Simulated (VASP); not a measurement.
# BaTiO3: relaxation of shape and atoms at fixed volume with PBEsol

The system is BaTiO3.

```
Ba Ti O
1.0
     2.88308    1.66454    2.36309
    -2.88308    1.66454    2.36309
     0.00000   -3.32909    2.36309
Ba Ti O
1 1 3
Direct
  0.99803 0.99803 0.99803
  0.48597 0.48597 0.48597
  0.50930 0.50930 0.01660
  0.01660 0.50930 0.50930
  0.50930 0.01660 0.50930
```

The cell isn't the ideal one: a relaxed cell with its volume scaled by 1.06.

```json
{
  "Program": "VASP 6.6.1",
  "Task": "relaxation of shape and atoms at fixed volume",
  "Functional": "PBEsol",
  "Potentials or basis": "VASP PAW PBE potentials, release 64 (Ba_sv, Ti_sv, O)",
  "Cutoff": "600 eV",
  "k mesh": "7 × 7 × 7",
  "Occupations": "gaussian, width 0.03 eV",
  "Spin": "no spin polarisation",
  "Further INCAR settings": "ALGO = Fast; EDIFF = 1e-07; IBRION = 2; EDIFFG = -0.01; NSW = 40; ISIF = 4"
}
```

| Property | Result |
| --- | --- |
| Energy gained by relaxing | 7.7 meV/atom |
| Ionic steps | 8 |
| Pressure after relaxing | -5.7 GPa |
| Largest force after relaxing | 0.006 eV/Å |
| Band gap on the k mesh | 2.70 eV, indirect (least direct gap 3.20 eV) |

Forces on the atoms (eV/Å):
```
Ba   0.000  0.000 -0.006
Ti   0.000  0.000  0.002
O    0.000  0.001  0.002
O   -0.001 -0.001  0.002
O    0.001 -0.001  0.002
```

Stress tensor (GPa, compression positive):
```
-5.63  0.00  0.00
 0.00 -5.63  0.00
 0.00  0.00 -5.72
```

The path:
```
step  energy change (eV)  largest force (eV/Å)  pressure (GPa)
   1              0.0000                0.5256           -8.84
   2             -0.0274                0.3427           -7.32
   3             -0.0348                0.1079           -5.91
   4             -0.0370                0.0950           -5.75
   5             -0.0376                0.0886           -5.59
   6             -0.0384                0.0348           -5.72
   7             -0.0385                0.0259           -5.75
   8             -0.0386                0.0063           -5.66
```

Final structure:
```cif
data_structure
_symmetry_space_group_name_H-M 'P 1'
_symmetry_Int_Tables_number 1
_cell_length_a 4.0826
_cell_length_b 4.0826
_cell_length_c 4.0826
_cell_angle_alpha 89.621
_cell_angle_beta 89.621
_cell_angle_gamma 89.621
_cell_volume 68.04
loop_
_atom_site_label
_atom_site_type_symbol
_atom_site_fract_x
_atom_site_fract_y
_atom_site_fract_z
_atom_site_occupancy
Ba1 Ba 0.99400 0.99400 0.99400 1
Ti1 Ti 0.47851 0.47851 0.47851 1
O1 O 0.51117 0.51117 0.02436 1
O2 O 0.02436 0.51117 0.51117 1
O3 O 0.51117 0.02436 0.51117 1
```

Levels at points of the mesh, in eV from the valence-band top:
```csv
k point,band 17,band 18,band 19,band 20,band 21,band 22,band 23,band 24
"(0.00, 0.00, 0.00)",-0.92,-0.71,-0.54,-0.54,2.71,2.71,2.89,4.60
```

Wall time 4 min on 2 MPI ranks on Intel(R) Xeon(R) 6975P-C (Granite Rapids), on a shared host, peak memory 0.28 GiB a rank.

Caveat: the PAW data sets were made with another functional, which shifts forces and pressure a little; spin-orbit coupling is left out, which moves the levels of the heavy elements; an odd mesh through Γ misses points on the zone boundary, where band edges often lie.
